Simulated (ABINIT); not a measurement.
**Beyond one shot: MgO (Fm-3m)**

Aim: iterate the self-energy on MgO (Fm-3m) and follow the gap from cycle to cycle.

Program: ABINIT 10.8.3. Level of theory: PBE and many-body steps on it, plane waves. Results are calculated unless marked as measured.

**Experimental background.**

- Gap 7.83 eV: literature experimental gap; bulk crystal (quoted in “Electronic structure of alkaline earth and post-transition metal oxides”, 2009, arxiv:0908.1581).

## (1) Set-up

The structure is cubic, space group Fm-3m (No. 225). Conventional cell: a = 4.194 Å, b = 4.194 Å, c = 4.194 Å, α = 90.00°, β = 90.00°, γ = 90.00°. Nearest to Mg lie 6 O at 2.10 Å. Nearest to O lie 6 Mg at 2.10 Å. Farther neighbours and most contacts between anions are not listed.

The cell and positions are those that the Materials Project relaxed with its own functionals (PBE, PBE+U or r2SCAN), kept fixed.

## (2) Empty states on the mesh, 4×4×4 mesh, 25 bands

This step: ABINIT 10.8.3; DFT, PBE, plane waves, norm-conserving pseudopotentials.

The sums over transitions need many empty states on a uniform mesh; this step solves for them.

File run.abi:

```
acell 3*1.0 Angstrom
rprim 
  -0.000000000000 2.097001392700 2.097001392700
  2.097001392700 0.000000000000 2.097001392700
  2.097001392700 2.097001392700 0.000000000000
ntypat 2
znucl 12 8
natom 2
typat 1 2
xred 
  0.000000000000 0.000000000000 0.000000000000
  0.500000000000 0.500000000000 0.500000000000
pp_dirpath "pseudos"
pseudos "Mg.upf, O.upf"
ecut 38
ngkpt 4 4 4
nshiftk 1
shiftk 0 0 0
kptopt 1
chksymbreak 0
iscf -2
irdden 1
istwfk *1
nband 25
nbdbuf 4
tolwfr 1e-09
nstep 60
prtvol 0
indata_prefix "in"
outdata_prefix "out"
tmpdata_prefix "tmp"
```

The run is started by

```bash
OMP_NUM_THREADS=1 mpirun -n 4 abinit run.abi > log
```

Numbers of over 12 decimals in the logs are rounded to 6 here.

What it wrote:

```text
.Version 10.8.3 of ABINIT. v10.8.2 released Aug 2026.

 Symmetries : space group Fm -3 m (#225); Bravais cF (face-center cubic)
[... echo of the input left out ...]
== DATASET  1 ==================================================================
-   mpi_nproc: 4, omp_nthreads: 1 (-1 if OMP is not activated)

--- !DatasetInfo
iteration_state: {dtset: 1, }
dimensions: {natom: 2, nkpt: 8, mband: 25, nsppol: 1, nspinor: 1, nspden: 1, mpw: 1411, }
cutoff_energies: {ecut:  38.0, pawecutdg:  -1.0, }
[...]
0.35778    0.76721    0.76721    0.76721    0.90692    0.98181    0.98181    1.08114
   1.08114    1.08114    1.59906    1.59906    1.59906    1.62719    2.05588    2.05588
   2.05588
 prteigrs : prtvol=0 or 1, do not print more k-points.

== END DATASET(S) ==============================================================
================================================================================

 -outvars: echo values of variables after computation  --------
            nband          25
             nkpt           8
          spgroup         225
 [... the other variables as echoed above ...]

 Calculation completed.
```

Wall time 4.7 s (4 MPI ranks of AMD EPYC 7571, shared host); peak memory 0.21 GiB.

Numbers from this step:

* gap: 4.895 eV
* k of the valence top: 0, 0, 0
* k of the conduction bottom: 0, 0, 0
* least direct gap: 4.895 eV
* k points computed: 8
* lowest point of the top converged band, above the valence top: 36.16 eV

On this mesh the gap is 4.895 eV.

The density comes from a self-consistent run that is not shown.

## (3) Screening, 4×4×4 mesh, 21 bands, screening to 108.8 eV

The RPA dielectric matrix is built and inverted for each q.

This step: RPA screening on PBE, plane waves, norm-conserving pseudopotentials.

run.abi, as its differences from that of step 2:

```diff
@@ -20,10 +20,11 @@
 chksymbreak 0
-iscf -2
-irdden 1
 istwfk *1
-nband 25
-nbdbuf 4
-tolwfr 1e-09
-nstep 60
-prtvol 0
+occopt 1
+irdwfk 1
+optdriver 3
+nband 21
+ecuteps 4
+inclvkb 2
+awtr 1
+symchi 1
 indata_prefix "in"
```

What it wrote:

```text
.Version 10.8.3 of ABINIT. v10.8.2 released Aug 2026.

 Symmetries : space group Fm -3 m (#225); Bravais cF (face-center cubic)
[... echo of the input left out ...]
== DATASET  1 ==================================================================
-   mpi_nproc: 4, omp_nthreads: 1 (-1 if OMP is not activated)

--- !DatasetInfo
iteration_state: {dtset: 1, }
dimensions: {natom: 2, nkpt: 8, mband: 21, nsppol: 1, nspinor: 1, nspden: 1, mpw: 1411, }
cutoff_energies: {ecut:  38.0, pawecutdg:  -1.0, }
electrons: {nelect:   1.60000000E+01, charge:   0.00000000E+00, occopt:   1.00000000E+00, tsmear:   1.00000000E-02, }

 SCREENING: Calculation of the susceptibility and dielectric matrices

 Based on a program developped by R.W. Godby, V. Olevano, G. Onida, and L. Reining.
 Incorporated in ABINIT by V. Olevano, G.-M. Rignanese, and M. Torrent.
.Using double precision arithmetic ; gwpc =  8

[... cell and pseudopotentials left out ...]
--------------------------------------------------------------------------------

 ==== K-mesh for the wavefunctions ====
 Number of points in the irreducible wedge :     8
[... list of points left out ...]
 Together with 48 symmetry operations and time-reversal symmetry
 yields    64 points in the full Brillouin Zone.

 ==== Q-mesh for the screening function ====
 Number of points in the irreducible wedge :     8
[... list of points left out ...]
 Together with 48 symmetry operations and time-reversal symmetry
 yields    64 points in the full Brillouin Zone.

 setmesh: FFT mesh size selected  =    24x   24x   24
          total number of points  =        13824

 vcoul_init : cutoff-mode = AUXILIARY_FUNCTION
 q-points for optical limit:   1
     1)      0.000010    0.000020    0.000030

- screening: taking advantage of time-reversal symmetry
- Maximum band index for partially occupied states nbvw = 8
- Remaining bands to be divided among processors   nbcw = 13
- Number of bands treated by each node ~3

 Number of electrons calculated from density =   16.0000; Expected =   16.0000
 average of density, n =  0.128557
 r_s =    1.2291
 omega_plasma =   34.5863 [eV]

 calculating chi0 at frequencies [eV] :
  1    0.000000E+00    0.000000E+00
  2    0.000000E+00    3.458631E+01

--------------------------------------------------------------------------------
  q-point number  1        q = ( 0.000000, 0.000000, 0.000000) [r.l.u.]
--------------------------------------------------------------------------------
[... chi0 elements left out ...]
 For q-point:  0.000010 0.000020 0.000030
  dielectric constant =   3.1408
  dielectric constant without local fields =   3.3317

  Average fulfillment of the sum rule on Im[epsilon] for q-point    1 :     19.41  [%]
[... wings left out ...]
  q-point number  2        q = ( 0.250000, 0.000000, 0.000000) [r.l.u.]
--------------------------------------------------------------------------------
[... chi0 elements left out ...]
  Average fulfillment of the sum rule on Im[epsilon] for q-point    2 :     39.94  [%]

 [... 6 further q-points ...]
```

Elapsed: 7.1 s, on 4 MPI ranks; peak memory 0.38 GiB; 27 s of CPU time.

Numbers from this step:

- ε∞ with local fields, on this mesh, along the program's q direction: 3.141
- the same without local fields: 3.332
- plasma frequency: 34.59 eV
- plane waves in the screening matrix: 59

Local fields lower ε∞ by 6 %. On a Γ-centred mesh this coarse the value itself is usually too large, while a short band sum pulls it down.

## (4) G0W0

The self-energy is evaluated for the states that the input lists, and the levels follow from it, in one-shot runs by the linearised quasiparticle equation.

This step: G0W0 on PBE, plane waves, norm-conserving pseudopotentials.

run.abi, as its differences from that of step 3:

```diff
@@ -23,8 +23,15 @@
 irdwfk 1
-optdriver 3
+optdriver 4
 nband 21
+gwcalctyp 0
+ecutsigx 38
+symsigma 1
+nkptgw 1
+kptgw 
+  0.0000000000 0.0000000000 0.0000000000
+bdgw 
+  6 12
 ecuteps 4
-inclvkb 2
-awtr 1
-symchi 1
+irdscr 1
+ppmodel 1
 indata_prefix "in"
```

What it wrote:

```text
.Version 10.8.3 of ABINIT. v10.8.2 released Aug 2026.

 Symmetries : space group Fm -3 m (#225); Bravais cF (face-center cubic)
[... echo of the input left out ...]
== DATASET  1 ==================================================================
-   mpi_nproc: 4, omp_nthreads: 1 (-1 if OMP is not activated)

--- !DatasetInfo
iteration_state: {dtset: 1, }
dimensions: {natom: 2, nkpt: 8, mband: 21, nsppol: 1, nspinor: 1, nspden: 1, mpw: 1411, }
cutoff_energies: {ecut:  38.0, pawecutdg:  -1.0, }
electrons: {nelect:   1.60000000E+01, charge:   0.00000000E+00, occopt:   1.00000000E+00, tsmear:   1.00000000E-02, }

 SIGMA: Calculation of the GW corrections

 Based on a program developped by R.W. Godby, V. Olevano, G. Onida, and L. Reining.
 Incorporated in ABINIT by V. Olevano, G.-M. Rignanese, and M. Torrent.
.Using double precision arithmetic ; gwpc =  8

[... cell and pseudopotentials left out ...]
--------------------------------------------------------------------------------

 ==== K-mesh for the wavefunctions ====
 Number of points in the irreducible wedge :     8
[... list of points left out ...]
 Together with 48 symmetry operations and time-reversal symmetry
 yields    64 points in the full Brillouin Zone.

 ==== Q-mesh for screening function ====
 Number of points in the irreducible wedge :     8
[... list of points left out ...]
 Together with 48 symmetry operations and time-reversal symmetry
 yields    64 points in the full Brillouin Zone.

 vcoul_init : cutoff-mode = AUXILIARY_FUNCTION
 q-points for optical limit:   1
     1)      0.000010    0.000020    0.000030
 setmesh: FFT mesh size selected  =    32x   32x   32
          total number of points  =        32768

 Number of electrons calculated from density =   16.0000; Expected =   16.0000
 average of density, n =  0.128557
 r_s =    1.2291
 omega_plasma =   34.5863 [eV]

 === KS Band Gaps ===
  >>>> For spin  1
   Minimum direct gap =   4.8948 [eV], located at k-point      :   0.0000  0.0000  0.0000
   Fundamental gap    =   4.8948 [eV], Top of valence bands at :   0.0000  0.0000  0.0000
                                       Bottom of conduction at :   0.0000  0.0000  0.0000
 SIGMA fundamental parameters:
 PLASMON POLE MODEL  1
 number of plane-waves for SigmaX                 1411
 number of plane-waves for SigmaC and W             59
 number of plane-waves for wavefunctions          1411
 number of bands                                    21
 number of independent spin polarizations            1
 number of spinorial components                      1
 number of k-points in IBZ                           8
 number of q-points in IBZ                           8
 number of symmetry operations                      48
 number of k-points in BZ                           64
 number of q-points in BZ                           64
 number of frequencies for dSigma/dE                 9
 frequency step for dSigma/dE [eV]                0.25
 number of omega for Sigma on real axis              0
 max omega for Sigma on real axis  [eV]           0.00
 zcut for avoiding poles [eV]                     0.10

 EPSILON^-1 parameters (SCR file):
 dimension of the eps^-1 matrix on file             59
 dimension of the eps^-1 matrix used                59
 number of plane-waves for wavefunctions          1411
 number of bands                                    21
 number of q-points in IBZ                           8
 number of frequencies                               2
 number of real frequencies                          1
 number of imag frequencies                          1

 matrix elements of self-energy operator (all in [eV])

 Perturbative Calculation

--- !SelfEnergy_ee
iteration_state: {dtset: 1, }
kpoint     : [   0.000,    0.000,    0.000, ]
spin       : 1
KS_gap     :    4.895
QP_gap     :    7.085
Delta_QP_KS:    2.190
data: !SigmaeeData |
     Band     E0 <VxcDFT>   SigX SigC(E0)      Z dSigC/dE  Sig(E)    E-E0       E
        6   4.841 -20.158 -25.612   4.589   0.809  -0.236 -20.858  -0.700   4.140
        7   4.841 -20.158 -25.612   4.589   0.809  -0.236 -20.858  -0.700   4.140
        8   4.841 -20.158 -25.612   4.589   0.809  -0.236 -20.858  -0.700   4.140
        9   9.736 -13.556  -8.781  -3.037   0.857  -0.167 -12.067   1.489  11.225
       10  20.877  -9.636  -3.703  -3.771   0.866  -0.155  -7.764   1.872  22.749
       11  20.877  -9.636  -3.703  -3.771   0.866  -0.155  -7.764   1.872  22.749
       12  20.877  -9.636  -3.703  -3.771   0.866  -0.155  -7.764   1.872  22.749

== END DATASET(S) ==============================================================
================================================================================

 -outvars: echo values of variables after computation  --------
           etotal      0.0000000000E+00
            nband          21
             nkpt           8
          spgroup         225
 [... the other variables as echoed above ...]

 Calculation completed.
```

The job ended after 4.4 s (4 MPI ranks; peak memory 0.21 GiB; 17 s of CPU time).

Numbers from this step:

* G0W0 gap on the points computed: 7.085 eV
* starting gap on the mesh: 4.895 eV
* k of the valence top: 0, 0, 0
* k of the conduction bottom: 0, 0, 0
* Z at the valence top: 0.809
* Z at the conduction bottom: 0.857
* least direct G0W0 gap on the computed points: 7.085 eV

The gap on the mesh goes from 4.89 eV to 7.08 eV, a correction of +2.19 eV.

## (5) QSGW, cycle 1

This step: QSGW on PBE, plane waves, norm-conserving pseudopotentials.

run.abi, as its differences from that of step 4:

```diff
@@ -25,10 +25,24 @@
 nband 21
-gwcalctyp 0
+gwcalctyp 28
 ecutsigx 38
-symsigma 1
-nkptgw 1
+symsigma 0
+nkptgw 8
 kptgw 
   0.0000000000 0.0000000000 0.0000000000
+  0.2500000000 0.0000000000 0.0000000000
+  0.5000000000 0.0000000000 0.0000000000
+  0.2500000000 0.2500000000 0.0000000000
+  0.5000000000 0.2500000000 0.0000000000
+  -0.2500000000 0.2500000000 0.0000000000
+  0.5000000000 0.5000000000 0.0000000000
+  -0.2500000000 0.5000000000 0.2500000000
 bdgw 
-  6 12
+  1 18
+  1 18
+  1 18
+  1 18
+  1 18
+  1 18
+  1 18
+  1 18
 ecuteps 4
@@ -36,2 +50,3 @@
 ppmodel 1
+rhoqpmix 0.3
 indata_prefix "in"
```

What it wrote:

```text
.Version 10.8.3 of ABINIT. v10.8.2 released Aug 2026.

 Symmetries : space group Fm -3 m (#225); Bravais cF (face-center cubic)
[... echo of the input left out ...]
== DATASET  1 ==================================================================
-   mpi_nproc: 4, omp_nthreads: 1 (-1 if OMP is not activated)

--- !DatasetInfo
iteration_state: {dtset: 1, }
dimensions: {natom: 2, nkpt: 8, mband: 21, nsppol: 1, nspinor: 1, nspden: 1, mpw: 1411, }
cutoff_energies: {ecut:  38.0, pawecutdg:  -1.0, }
electrons: {nelect:   1.60000000E+01, charge:   0.00000000E+00, occopt:   1.00000000E+00, tsmear:   1.00000000E-02, }

 SIGMA: Calculation of the GW corrections

 Based on a program developped by R.W. Godby, V. Olevano, G. Onida, and L. Reining.
 Incorporated in ABINIT by V. Olevano, G.-M. Rignanese, and M. Torrent.
.Using double precision arithmetic ; gwpc =  8

[... cell and pseudopotentials left out ...]
--------------------------------------------------------------------------------

 ==== K-mesh for the wavefunctions ====
 Number of points in the irreducible wedge :     8
[... list of points left out ...]
 Together with 48 symmetry operations and time-reversal symmetry
 yields    64 points in the full Brillouin Zone.

 ==== Q-mesh for screening function ====
 Number of points in the irreducible wedge :     8
[... list of points left out ...]
 Together with 48 symmetry operations and time-reversal symmetry
 yields    64 points in the full Brillouin Zone.

 vcoul_init : cutoff-mode = AUXILIARY_FUNCTION
 q-points for optical limit:   1
     1)      0.000010    0.000020    0.000030
 setmesh: FFT mesh size selected  =    32x   32x   32
          total number of points  =        32768

 Number of electrons calculated from density =   16.0000; Expected =   16.0000
[...]
QP_gap     :   13.435
Delta_QP_KS:    2.840
data: !SigmaeeData |
     Band     E_DFT   <VxcDFT>   E(N-1)  <Hhartree>   SigX  SigC[E(N-1)]    Z     dSigC/dE  Sig[E(N)]  DeltaE  E(N)_pert E(N)_diago
[...]
--- !SelfEnergy_ee
iteration_state: {dtset: 1, }
kpoint     : [  -0.250,    0.500,    0.250, ]
spin       : 1
KS_gap     :   13.551
QP_gap     :   17.542
Delta_QP_KS:    3.991
data: !SigmaeeData |
     Band     E_DFT   <VxcDFT>   E(N-1)  <Hhartree>   SigX  SigC[E(N-1)]    Z     dSigC/dE  Sig[E(N)]  DeltaE  E(N)_pert E(N)_diago
[...]
17    37.224    -9.818    37.224    47.043    -2.489    -4.883     1.000     0.000    -7.372     2.446    39.670    39.670
       18    39.575   -11.397    39.575    50.973    -3.947    -4.479     1.000     0.000    -8.426     2.972    42.547    42.547

 New Fermi energy :        2.839514E-01 Ha ,    7.726710E+00 eV
 New Exchange energy :    -1.097775E+01 Ha ,   -2.987197E+02 eV

 === QP Band Gaps ===
  >>>> For spin  1
   Minimum direct gap =   7.5021 [eV], located at k-point      :   0.0000  0.0000  0.0000
   Fundamental gap    =   7.5021 [eV], Top of valence bands at :   0.0000  0.0000  0.0000
                                       Bottom of conduction at :   0.0000  0.0000  0.0000

 writing QP data on file : out_QPS

 Convergence of QP corrections
 >>>>> For spin  1 <<<<<
.  kptgw no:  1; Maximum DeltaE = ( -21.881   0.561) for band index:  1
.  kptgw no:  2; Maximum DeltaE = ( -21.856   0.348) for band index:  1
.  kptgw no:  3; Maximum DeltaE = ( -21.781   0.326) for band index:  1
[...]
.  kptgw no:  7; Maximum DeltaE = ( -21.658   0.457) for band index:  1
.  kptgw no:  8; Maximum DeltaE = ( -21.762   0.247) for band index:  1

== END DATASET(S) ==============================================================
================================================================================

 -outvars: echo values of variables after computation  --------
           etotal      0.0000000000E+00
            nband          21
             nkpt           8
          spgroup         225
 [... the other variables as echoed above ...]

 Calculation completed.
```

The job ended after 42 s (4 MPI ranks; peak memory 0.69 GiB).

Numbers from this step:

```yaml
quasiparticle_gap_on_the_mesh: 7.502 eV
gap_of_the_density_functional_on_the_mesh: 4.895 eV
k_of_the_valence_top: 0, 0, 0
k_of_the_conduction_bottom: 0, 0, 0
z_at_the_valence_top: 1
z_at_the_conduction_bottom: 1
least_direct_quasiparticle_gap_on_the_computed_points: 7.502 eV
```

Against G0W0 in ABINIT (4×4×4 mesh, 21 bands, screening to 108.8 eV, Godby-Needs plasmon pole), the gap moves by +0.417 eV.

[end of part 1 of 4]

[Paths, hosts, dates, memory and timing lines, banners, echoed tables and standing remarks are left out of the program output.]

[Logs are printed without paths, hosts, clocks, repeated set-up lines and the standing remarks that a program may print on its own settings, such as how far it seeks lower states.]

[Runs of the session that timed out or met a known fault of the program may be left out.]

[Hosts, paths, dates, database ids (printed as entryN), source tags and the programs' standing remarks are cut or masked in the printed files.]

[G0W0 gaps are taken among the corrected bands and points alone; a level outside them can change the order at an edge.]

[Where Ansatz stands beside ABINIT at settings called matched, ABINIT's density can come from a denser mesh and the files from another edition; pairs whose starting gaps differed by over 0.03 eV were left out, so agreement reads better than it is.]
